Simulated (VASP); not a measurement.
Here is a VASP 6.6.1 calculation.

Contents of INCAR:

```
SYSTEM = MnS
PREC = Accurate ; ENCUT = 520
EDIFF = 1E-7 ; ISMEAR = -1
SIGMA = 0.05 ; LREAL = .False.
LASPH = .True. ; NELM = 100
ALGO = Normal ; ISIF = 2
LWAVE = .False. ; LCHARG = .False.
ISPIN = 2 ; MAGMOM = 4 0
LORBIT = 11 ; LMAXMIX = 4
GGA = PE ; NBANDS = 20
```

KPOINTS

```
regular mesh
0
Gamma
  9 9 9
  0 0 0
```

POSCAR

```
MnS
1.0
    0.0000000000      2.6045000000      2.6045000000
    2.6045000000      0.0000000000      2.6045000000
    2.6045000000      2.6045000000      0.0000000000
Mn S
1 1
Direct
    0.0000000000      0.0000000000      0.0000000000
    0.5000000000      0.5000000000      0.5000000000
```

Potentials or basis: VASP PAW PBE potentials, release 64 (Mn_pv, S).

Command:

```bash
$ cat potpaw_PBE.64/Mn_pv/POTCAR potpaw_PBE.64/S/POTCAR > POTCAR
$ mpirun -np 1 vasp_std > vasp.out
```

Task: What does it give for the net moment?

Result: 4.71 μB per cell.

Task: What does it give for the band gap on the k mesh?

Result: None (metal or under the smearing width).

Task: Estimate the site moments.

Result: Mn +4.26; S +0.11 μB.

Caveat: a cell with one magnetic atom can't hold antiferromagnetic order, which such compounds often take; semilocal functionals often make such compounds metallic where correlation or magnetic order opens a gap, which also shifts bond lengths. With open d or f shells a metallic result of PBE can be an artefact of self-interaction; +U or a hybrid may open a gap.
